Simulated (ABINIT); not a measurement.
## Fe: single point with PBEsol

Crystal: Fe.

```xyz
1
Lattice="-1.4815 1.4342 1.4590 1.4675 -1.4310 1.4417 1.4535 1.4030 -1.4557" Properties=species:S:1:pos:R:3 pbc="T T T"
Fe   -0.0126   -0.0290   -0.0073
```

The cell isn't the ideal one: cell strained at random at fixed volume.

```
Program             : ABINIT 10.8.3 (patched build)
Task                : single point
Functional          : PBEsol
Potentials or basis : PseudoDojo NC SR PBEsol v0.4.1 standard
Cutoff              : 1225 eV
k mesh              : 13 × 13 × 13
Occupations         : fermi-dirac, width 0.05 eV
Spin                : collinear spin, ferromagnetic start
Starting moments    : [3.0] μB
```

```yaml
Pressure: -15.2 GPa
Band_gap_on_the_k_mesh: none (metal or under the smearing width)
Net_moment: 2.40 μB per cell
Site_moments: Fe +2.44 μB
Valence_electrons_inside_the_program's_atomic_spheres: Fe 14.05 (radii [1.0584] Å)
```

Stress tensor (GPa, compression positive):
```
-16.26   1.00   0.53
  1.00 -13.76   0.00
  0.53   0.00 -15.59
```

Levels at points of the mesh, in eV from the Fermi level:
Spin up:
| k point | band 7 | band 8 | band 9 | band 10 | band 11 | band 12 |
| --- | --- | --- | --- | --- | --- | --- |
| (0.00, 0.00, 0.00) | -2.28 | -2.20 | -1.18 | -1.05 | 23.44 | 23.77 |
Spin down:
```
           k point  band 4  band 5  band 6  band 7  band 8  band 9  band 10  band 11
(0.00, 0.00, 0.00)  -50.94   -8.03   -0.17    0.01    0.16    1.75     1.96    23.32
```

It took 4.5 min on 4 MPI ranks on Intel(R) Xeon(R) Platinum 8488C (Sapphire Rapids), with other jobs on the host, peak memory 0.76 GiB a rank.
